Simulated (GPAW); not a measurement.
Records of electronic-structure calculations.

```
! title: LiH (Fm-3m): one start, several treatments of the self-energy
! method: DFT, PBE, plane waves, PAW (and 1 further level or step)
! program: GPAW 26.7.0
! settings of one run: cutoff 600 eV, GPAW PAW setups 1.2.1 data release, 8×8×8 k-mesh, nbands 98
! cost: 4 runs, 9.9 min in all on 4 MPI ranks of Intel Xeon Platinum 8259CL at 2.50GHz (Skylake/Cascade Lake), shared host (the runs of this entry)
! notes: The database entry behind the starting cell differs from later determinations by our own check (the deuteride, about 0.2 % short). The cell and positions come from the Crystallography Open Database and are kept as given unless a step says otherwise. Bands and cutoff are finite, so the gap is not at the basis limit. The miss can reach some tenths of an eV and take either sign; the mesh is an error of its own.
! G0W0, Godby-Needs plasmon pole: 4.994 eV
! G0W0, full frequency, Hilbert transform: 5.001 eV
! G0W0, multipole: 4.970 eV
! known limits: not at the basis limit
CELL_PARAMETERS angstrom
0.00000 2.03675 2.03675
2.03675 0.00000 2.03675
2.03675 2.03675 0.00000
ATOMIC_POSITIONS crystal
Li 0.00000 0.00000 0.00000
H 0.50000 0.50000 0.50000
```

[Paths, hosts, dates, memory and timing lines, banners, echoed tables and standing remarks are left out of the program output.]

[Logs are printed without paths, hosts, clocks, repeated set-up lines and the standing remarks that a program may print on its own settings, such as how far it seeks lower states.]

[Runs of the session that timed out or met a known fault of the program may be left out.]

[Hosts, paths, dates, database ids (printed as entryN), source tags and the programs' standing remarks are cut or masked in the printed files.]
